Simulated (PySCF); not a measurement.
Isomers of C3H9N: computed energies against enthalpies of formation

**What was measured.**

From CRC Handbook of Chemistry and Physics, for the gas at 298.15 K: enthalpy of formation of `CC(C)N` (2-propanamine) -83.7 kJ/mol; enthalpy of formation of `CCCN` (1-propanamine) -70.1 kJ/mol; enthalpy of formation of `CN(C)C` -23.6 kJ/mol.

The results are set against them at the end.

Differences of these values give the isomerisation enthalpies. Geometries: PBE0-D3(BJ)/def2-SVP; runs in PySCF, gas phase, with a dispersion term only where the level names one. Total electronic energies (Eh):

```csv
SMILES,PBE0-D3(BJ)/def2-SVP
CC(C)N,-174.15609
CCCN,-174.15193
CN(C)C,-174.13708
```

Geometry of `CC(C)N` (Å):
```
atom  x, y, z in Å
C1    -0.625    1.138    0.491
C2    -0.055    0.007   -0.351
C3     1.332   -0.398    0.126
N4    -0.941   -1.143   -0.262
H5     0.021    2.028    0.453
H6    -0.724    0.816    1.540
H7    -1.624    1.436    0.134
H8     0.050    0.388   -1.392
H9     1.747   -1.205   -0.499
H10    1.282   -0.766    1.162
H11    2.031    0.450    0.084
H12   -0.598   -1.900   -0.851
H13   -1.867   -0.905   -0.614
```

Geometry of `CCCN` (Å):
```
atom  x, y, z in Å
C1     1.7115    0.2304    0.4534
C2     0.4377    0.2491   -0.3750
C3    -0.7564   -0.3592    0.3429
N4    -1.9301   -0.3675   -0.5070
H5     2.5580    0.6661   -0.0981
H6     1.5946    0.8041    1.3872
H7     1.9916   -0.7986    0.7331
H8     0.5809   -0.2938   -1.3239
H9     0.1937    1.2902   -0.6557
H10   -0.8931    0.1710    1.3127
H11   -0.5148   -1.4040    0.6076
H12   -2.2343    0.5867   -0.6937
H13   -2.7084   -0.8266   -0.0399
```

Geometry of `CN(C)C` (Å):
```
atom  x, y, z in Å
C1     0.2572    1.2711    0.5635
N2    -0.1271   -0.1132    0.4933
C3     0.9756   -0.9757    0.1632
C4    -1.2674   -0.3262   -0.3572
H5     0.6073    1.6840   -0.4120
H6     1.0731    1.4025    1.2915
H7    -0.5935    1.8849    0.8988
H8     1.3923   -0.7924   -0.8553
H9     0.6599   -2.0299    0.2077
H10    1.7941   -0.8400    0.8873
H11   -1.0767   -0.0701   -1.4262
H12   -1.5787   -1.3817   -0.3179
H13   -2.1161    0.2868   -0.0153
```

Zero-point and thermal terms are left out, so the computed numbers are electronic energies.

**Comparison with experiment**

Relative to `CC(C)N`, the lowest by measurement, in kJ/mol (measured: enthalpies at 298.15 K; computed: electronic energies):

| SMILES | measured | PBE0-D3(BJ)/def2-SVP |
| --- | --- | --- |
| CC(C)N | 0.0 | 0.0 |
| CCCN | 13.6 | 10.9 |
| CN(C)C | 60.1 | 49.9 |

Measured values: -83.7 kJ/mol (298.15 K; CRC Handbook of Chemistry and Physics) for the first row; the others come from the same table. Mean unsigned miss over the other isomers: PBE0-D3(BJ)/def2-SVP 6.5 kJ/mol. One conformer stands for `CC(C)N` and `CCCN`, not necessarily the lowest, while the measurement averages over conformers. Where a level misses, the cause wasn't examined.
